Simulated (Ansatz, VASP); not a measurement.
**One calculation of Sb, two programs**

Contents of INCAR:

```
SYSTEM = Sb
ALGO = Normal
EDIFF = 1E-7
ENCUT = 520
GGA = PS
ISIF = 2
ISMEAR = -1
LASPH = .True.
LCHARG = .False.
LREAL = .False.
LWAVE = .False.
NBANDS = 8
NELM = 60
PREC = Accurate
SIGMA = 0.05
```

File KPOINTS:

```
k-points
0
Gamma
  8 8 8
  0 0 0
```

File POSCAR:

```
Sb
1.0
    3.1809277622      0.0000000000      0.0000000000
    0.0000000000      3.1809277622      0.0000000000
    0.0000000000      0.0000000000      3.1809277622
Sb
1
Direct
    0.0000000000      0.0000000000      0.0000000000
```

The input input.yaml:

```yaml
crystal:
  lattice:
    - [3.1809277622, 0.0, 0.0]
    - [0.0, 3.1809277622, 0.0]
    - [0.0, 0.0, 3.1809277622]
  atoms:
    - { symbol: Sb, position: [0.0, 0.0, 0.0] }
kpoints:
  mp_grid: { grid: [8, 8, 8] }
scf:
  occupations: { method: fermi_dirac, width: 0.05 }
hamiltonian:
  xc: pbesol
  pseudopotentials: { kind: all_electron, lapw: { basis_error: 0.0005 } }
output:
  forces: true
  stress: true
  eigenvalues: true
```

Change from the starting cell: volume scaled by 1.02.

Alike in both runs: task single point; functional PBEsol; k mesh 8 × 8 × 8; occupations fermi-dirac, width 0.05 eV; no spin polarisation.

|  | VASP | Ansatz |
| --- | --- | --- |
| version | VASP 6.6.1 | Ansatz 0.2.0 |
| potentials or method | VASP PAW PBE potentials, release 64 (Sb) | all-electron LAPW, scalar-relativistic |
| plane-wave cutoff (eV) | 520 | see its input |

|  | VASP | Ansatz | Ansatz less VASP |
| --- | --- | --- | --- |
| gap on the k mesh at the Fermi level (eV) | none | none | - |
| pressure (GPa) | -5.4 | -5.4 | -0.02 |

A gap of «none» marks a metal or a gap that the smearing closes. Ansatz ran all-electron here, so the differences hold the error of VASP's frozen core and of both bases.

Caveats: the PAW data sets were made with another functional, which shifts forces and pressure a little (VASP). Spin-orbit coupling is left out, which matters for the levels of Sb.
